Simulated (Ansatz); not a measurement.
**Al2O3 in Ansatz: the effect of functional**

The system is Al2O3.

```
Al O
1.0
     4.61378    0.00000    0.00000
     0.00000    9.56328    0.00000
     0.00000    0.00000    3.11986
Al O
4 6
Direct
  0.98298 0.82457 0.00000
  0.01702 0.17543 0.00000
  0.48297 0.67543 0.50000
  0.51702 0.32457 0.50000
  0.50000 0.50000 0.50000
  0.12363 0.75305 0.50000
  0.37637 0.25305 0.00000
  0.62364 0.74695 0.00000
  0.00000 0.00000 0.00000
  0.87636 0.24695 0.50000
```

Measurements of this composition are mostly on another form, of space group No. 167.

Alike in all runs:

```yaml
Program: Ansatz 0.2.0
Task: band structure
Potentials_or_basis: Ansatz PAW
k_mesh: 6 × 3 × 9
Occupations: fermi-dirac, width 0.05 eV
Spin: no spin polarisation
```

```csv
functional,cutoff,gap on the mesh (eV),pressure (GPa),largest force (eV/Å)
LDA,420 eV (not typed: the program's choice for these potentials),3.36,-6.5,0.20
PBE,420 eV (not typed: the program's choice for these potentials),3.52,0.0,0.19
PBEsol,420 eV (not typed: the program's choice for these potentials),3.43,-2.6,0.17
RPBE,420 eV (not typed: the program's choice for these potentials),3.69,3.0,0.22
revPBE,420 eV (not typed: the program's choice for these potentials),3.67,2.3,0.21
BLYP,420 eV (not typed: the program's choice for these potentials),3.64,1.5,0.21
r2SCAN,500 eV (not typed: the program's choice for these potentials),?,?,?
```

Problem. What does the run with functional r2SCAN give?

Solution. gap on the mesh 4.12 eV; pressure -4.1 GPa; largest force 0.21 eV/Å.

Caveats: the PAW data sets come from PBE, with cores solved anew for the run's functional, which leaves a small shift of forces and pressure (some runs).

